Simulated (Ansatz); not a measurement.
Input and command of a plane-wave DFT calculation in Ansatz:

```yaml
crystal:
  lattice:
    - [6.1499993378, 0.0, 0.0]
    - [-3.0749996689, 5.3260556598, 0.0]
    - [0.0, 0.0, 23.649135111]
  atoms:
    - { symbol: C, position: [0.5, 0.0, 0.3382787558] }
    - { symbol: C, position: [0.5, 0.5, 0.3382787558] }
    - { symbol: C, position: [0.0, 0.0, 0.3382787558] }
    - { symbol: C, position: [0.0, 0.5, 0.3382787558] }
    - { symbol: Si, position: [0.1666666667, 0.8333333333, 0.3648201779] }
    - { symbol: Si, position: [0.1666666667, 0.3333333333, 0.3648201779] }
    - { symbol: Si, position: [0.6666666667, 0.8333333333, 0.3648201779] }
    - { symbol: Si, position: [0.6666666667, 0.3333333333, 0.3648201779] }
    - { symbol: C, position: [0.6666666667, 0.8333333333, 0.4444444444] }
    - { symbol: C, position: [0.6666666667, 0.3333333333, 0.4444444444] }
    - { symbol: C, position: [0.1666666667, 0.8333333333, 0.4444444444] }
    - { symbol: C, position: [0.1666666667, 0.3333333333, 0.4444444444] }
    - { symbol: Si, position: [0.3332392905, 0.667462717, 0.4700177035] }
    - { symbol: Si, position: [0.3340036522, 0.1660223297, 0.4697510796] }
    - { symbol: Si, position: [0.8331800962, 0.6667445371, 0.4669335464] }
    - { symbol: Si, position: [0.8325667178, 0.1667201147, 0.4700211172] }
    - { symbol: C, position: [0.8306706552, 0.6691090774, 0.5458793449] }
    - { symbol: C, position: [0.8344126594, 0.1677211194, 0.5549317379] }
    - { symbol: C, position: [0.332162892, 0.6656772024, 0.554934884] }
    - { symbol: C, position: [0.3332906667, 0.1666043517, 0.5521174668] }
    - { symbol: Si, position: [0.5043163715, 0.4992086605, 0.5738536206] }
    - { symbol: Si, position: [0.4995743591, 0.0005735431, 0.5816491622] }
    - { symbol: Si, position: [-0.0056082117, 0.5054663913, 0.5721624839] }
    - { symbol: Si, position: [0.000707347, -0.004615204, 0.573879218] }
basis:
  ecutwfc: 420
kpoints:
  mp_grid: { grid: [3, 3, 1] }
hamiltonian:
  xc: pbe
  dispersion: d3bj
scf:
  occupations: { method: gaussian, width: 0.05 }
output:
  forces: true
  eigenvalues: true
  write_density: true
  volumetric_format: npy
efield:
  axis: 3
  dipole_correction: true
  ramp_width: 0.04
```

```bash
ansatz run input.yaml --threads 2 --pin off --max-ram 6144MiB --backend cpu --events-out ev --progress --plain --runs-dir out
```

Processor: Arm Neoverse V1, 2 threads, on a host shared with other jobs.

**Question.** Estimate time, memory and problem size.

**Answer.** About 25 s on 2 threads of Arm Neoverse V1, with other jobs on the host, peak memory 0.99 GiB. It solves 72 bands at 5 k points (the mesh reduced by the symmetry that the task leaves, which can be less than the crystal's) with about 15133 plane waves, in 18 SCF iterations.
